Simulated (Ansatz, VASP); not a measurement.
## Two plane-wave programs on LiF

INCAR

```
ALGO = Normal
EDIFF = 1E-8
ENCUT = 520
GGA = PE
ISIF = 2
ISMEAR = -1
LASPH = T
LCHARG = F
LEFG = T
LREAL = F
LWAVE = F
NBANDS = 12
NELM = 80
PREC = Accurate
SIGMA = 0.03
```

File KPOINTS:

```
k-points
0
Gamma
  10 10 10
```

File POSCAR:

```
LiF
1.0
    0.0000000000      2.0140000000      2.0140000000
    2.0140000000      0.0000000000      2.0140000000
    2.0140000000      2.0140000000      0.0000000000
Li F
1 1
Direct
    0.0000000000      0.0000000000      0.0000000000
    0.5000000000      0.5000000000      0.5000000000
```

Input for Ansatz:

```yaml
crystal:
  lattice:
    - [0.0, 2.014, 2.014]
    - [2.014, 0.0, 2.014]
    - [2.014, 2.014, 0.0]
  atoms:
    - { symbol: Li, position: [0.0, 0.0, 0.0] }
    - { symbol: F, position: [0.5, 0.5, 0.5] }
kpoints:
  mp_grid: { grid: [10, 10, 10] }
  band_path:
    path:
      - [0.0, 0.0, 0.0]
      - [0.5, 0.0, 0.5]
      - [0.625, 0.25, 0.625]
      - [0.375, 0.375, 0.75]
      - [0.0, 0.0, 0.0]
      - [0.5, 0.5, 0.5]
      - [0.5, 0.25, 0.75]
      - [0.5, 0.0, 0.5]
    npoints: 8
scf:
  occupations: { method: fermi_dirac, width: 0.03 }
hamiltonian:
  xc: pbe
  pseudopotentials: { kind: paw }
output:
  forces: true
  stress: true
  eigenvalues: true
  efg: { contact_densities: true }
  populations: true
  bader: true
  dos: { projected: true, de: 0.2, e_range: [-14, 8] }
```

Alike in both runs: task electric field gradients; functional PBE; k mesh 10 × 10 × 10; occupations fermi-dirac, width 0.03 eV; no spin polarisation.

|  | VASP | Ansatz |
| --- | --- | --- |
| version | VASP 6.6.1 | Ansatz 0.2.0 |
| potentials or method | VASP PAW PBE potentials, release 64 (Li_sv, F) | PAW with Ansatz's default frozen-core files, scalar-relativistic |
| plane-wave cutoff (eV) | 520 | 420 |
| valence electrons in the cell | 10 | 10 |

```csv
,VASP,Ansatz,Ansatz less VASP
gap on the k mesh at the Fermi level (eV),9.09,9.09,+0.002
Vzz of the field gradient on the site that differs most (V/Å²),0.0,0.0,0.00
```

With one functional, cell and mesh, what is left measures potentials, basis and numerics.

 A k mesh can miss the band edges.
